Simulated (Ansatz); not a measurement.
# How stiff is this cell of GaS?

Cell: an entry of the Crystallography Open Database (COD), ions relaxed with PBE at fixed cell.

```
Ga S
1.0
     3.58500    0.00000    0.00000
    -1.79250    3.10470    0.00000
     0.00000    0.00000   15.50000
Ga S
4 4
Direct
  0.33333 0.66667 0.17102
  0.66667 0.33333 0.67102
  0.33333 0.66667 0.32898
  0.66667 0.33333 0.82898
  0.33333 0.66667 0.60080
  0.66667 0.33333 0.10080
  0.33333 0.66667 0.89920
  0.66667 0.33333 0.39920
```

Atom numbers follow the list; atoms alike are taken as one site, whose name carries the number of the first.

Method: Kohn–Sham DFT in Ansatz, PBE, plane waves and PAW, scalar-relativistic, 420 eV cutoff, Γ-centred 14×14×3 k-points, Fermi–Dirac smearing 0.02 eV.

The cell is stretched along z (the third Cartesian axis of the run's cell), x and y held, and the ions relax again each time. Tension counts as positive.

```
strain along z (%)  stress along z (GPa)  stress along x (GPa)  gap on the k-mesh (eV)
                -3                     ?                     ?                       ?
                -2                  -3.2                  -2.6                    1.43
                -1                  -2.6                  -2.5                    1.51
                 0                  -2.3                  -2.4                    1.59
                +1                  -1.8                  -2.2                    1.66
                +2                  -1.5                  -2.1                    1.73
                +3                  -1.2                  -2.0                    1.80
```

Problem. Estimate the row at -3 % from the others.

Solution. stress along z (GPa): -3.9; stress along x (GPa): -2.8; gap on the k-mesh (eV): 1.35. Worked: parabolas through the other 6 rows give -3.7 and -2.8 GPa at -3 %. Their slopes at zero strain are 43 GPa (the stiffness along z) and 14 GPa (the coupling of z to x). They hold at this cell, where the calculated pressure is 2.3 GPa. The gap opens by 74 meV per per cent of stretch between the rows next to zero strain; the parabola gives 1.35 eV for the withheld row.

PBE gaps are too small, by a third to a half in many semiconductors; their changes with strain are better.

All values belong to this cell and structure model.
